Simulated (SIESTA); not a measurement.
# ZnS (Wurtzite-6H) under changes of volume

One of the cells (19.600 Å³/atom); the others are scaled copies at fixed shape and fractional positions:

```
CELL_PARAMETERS angstrom
3.81200 0.00000 0.00000
-1.90600 3.30129 0.00000
0.00000 0.00000 18.68999
ATOMIC_POSITIONS crystal
Zn 0.33333 0.66667 0.83333
Zn 0.66667 0.33333 0.33333
Zn 0.66667 0.33333 0.66667
Zn 0.33333 0.66667 0.16667
Zn 0.00000 0.00000 0.50000
Zn 0.00000 0.00000 0.00000
S 0.33333 0.66667 0.95833
S 0.66667 0.33333 0.45833
S 0.66667 0.33333 0.79167
S 0.33333 0.66667 0.29167
S 0.00000 0.00000 0.62500
S 0.00000 0.00000 0.12500
```

| Quantity | Value |
| --- | --- |
| Program | SIESTA 5.4.2 |
| Functional | PBE |
| Potentials or basis | PseudoDojo 0.4 standard (PBE files) |
| Basis | TZDP (energy shift 0.003 Ry; two zetas on semicore shells) |
| Grid cutoff | 800 Ry |
| Energy shift | 0.003 Ry |
| k mesh | 6 × 6 × 1 |
| Occupations | fermi-dirac, width 0.05 eV |
| Spin | no spin polarisation |

```tsv
volume (Å³/atom)	energy over the lowest point (meV/atom)	pressure (GPa)	gap on the mesh (eV)	largest force (eV/Å)
18.424	?	?	?	?
18.816	23.11	6.1	2.70	0.029
19.208	11.10	3.8	2.59	0.029
19.600	3.83	2.3	2.48	0.030
19.992	0.00	0.8	2.37	0.030
20.384	0.05	-0.6	2.27	0.028
20.776	3.24	-1.9	2.17	0.028
```

**Question.** What does the run at 18.424 Å³/atom give?

**Answer.** Energy over the lowest point 40.47 meV/atom; pressure 8.0 GPa; gap on the mesh 2.82 eV; largest force 0.031 eV/Å.

Worked out: A Birch-Murnaghan fit of order 3 (a polynomial in V^(-2/3)) to the other rows has its minimum at 20.19 Å³/atom with B0 = V·E''(V) = 71 GPa and B' = 4.1 at fixed shape and positions, which overstates the stiffness. It gives 39.77 meV/atom at 18.424 Å³/atom, against the run's 40.47, and -dE/dV = 7.9 GPa, against 8.0. A straight line through the other rows of the gap, of slope -5.36 eV per unit of ln V (its deformation potential), extrapolates to 2.81 eV, against the run's 2.82.

Energies are extrapolated to zero smearing.

Caveats: short orbitals over semicore shells can move pressures by several GPa; the valence orbitals were made in a potential fitted to the semicore shell under them, which widens gaps by tenths of an eV or more; the cell's inner coordinates are idealised or old, which leaves forces on the atoms; the basis of atomic orbitals isn't converged, which shifts pressures, moduli and gaps.
